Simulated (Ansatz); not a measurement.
# HfO2: uniaxial strain along a

A series on HfO2: uniaxial strain along a, -4.5 to +4.5 %; the lengths of b and c and the atoms relax, the angles are held. Wanted: energy, stress and any gap along the series.

Program: Ansatz 0.2.0. Level of theory: DFT PBE, scalar-relativistic, plane waves, PAW. These are calculated values, not measurements.

3 further runs of the same task are left out: 3 set aside as unsound or not needed.

## Step 1: The starting structure

It takes space group P4_2/nmc (No. 137, tetragonal). The conventional cell has a = 3.604 Å, b = 3.604 Å, c = 5.264 Å, α = 90.00°, β = 90.00°, γ = 90.00°. Hf (site symmetry -4m2) is surrounded by 4 O at 2.07 Å. O (site symmetry 2mm) has 2 Hf at 2.07 Å as nearest neighbours.

Structure file:

```
Hf O
1.0
     3.60430    0.00000    0.00000
     0.00000    3.60430    0.00000
     0.00000    0.00000    5.26397
Hf O
2 4
Cartesian
  1.8022 1.8022 2.6320
  0.0000 0.0000 0.0000
  0.0000 1.8022 3.6493
  1.8022 0.0000 4.2467
  1.8022 0.0000 1.6147
  0.0000 1.8022 1.0173
```

It goes back to an entry of the Materials Project, which need not be the stable form.

It is the result of an earlier relaxation at this level (volume 11.40 Å³/atom; gap on the mesh: 4.67 eV).

## Step 2: Reference cell for the strains

Input file input.yaml:

```yaml
crystal:
  lattice:
    - [3.604304784, 0.0, 0.0]
    - [0.0, 3.604304784, 0.0]
    - [0.0, 0.0, 5.2639672632]
  atoms:
    - { symbol: Hf, position: [0.5, 0.5, 0.5] }
    - { symbol: Hf, position: [0.0, 0.0, 0.0] }
    - { symbol: O, position: [0.0, 0.5, 0.6932520948] }
    - { symbol: O, position: [0.5, 0.0, 0.8067479052] }
    - { symbol: O, position: [0.5, 0.0, 0.3067479052] }
    - { symbol: O, position: [0.0, 0.5, 0.1932520948] }
basis:
  ecutwfc: 420
kpoints:
  mp_grid: { grid: [6, 6, 4] }
hamiltonian:
  xc: pbe
scf:
  occupations: { method: gaussian, width: 0.02 }
output:
  forces: true
  stress: true
  eigenvalues: true
```

Command:

```sh
ansatz run input.yaml --threads 1 --pin off --max-ram 2560MiB --backend cpu --events-out ev --progress --plain --runs-dir out
```

The session goes on with these runs: the gap over the whole zone; At -1.5 %; seeking the band edges at -1.5 %; strain +1.5 %; the gap over the whole zone at +1.5 %; the cell strained by -3.0 %; band edges over the zone at -3.0 %; the cell strained by +3.0 %; band edges over the zone at +3.0 %; strain -4.5 %; band edges over the zone at -4.5 %; strain +4.5 %; seeking the band edges at +4.5 %.

Before running it: what results should come out? Wanted: (1/V) d²E/dε² at zero strain, cubic fit; strain of the free axis b per applied strain; gap shift, negative and positive side.

**Answer**, as computed:

```
                                    quantity                    value
                         largest energy cost  16.0 meV/atom at -4.5 %
     (1/V) d²E/dε² at zero strain, cubic fit                  205 GPa
strain of the free axis b per applied strain                    -0.63
       gap shift, negative and positive side       +34, -39 meV per %
```

In words: From the curvature follows Young's modulus along a, angles held: 205 GPa. Compression by 4.5 % costs 16.0 meV/atom and stretching 13.6. The free axis b moves against the applied strain (factor -0.63). The gap runs from 4.51 eV at -4.5 % through 4.67 to 4.50 eV at +4.5 %. These runs have no spin-orbit coupling; with Hf it would split and shift bands.
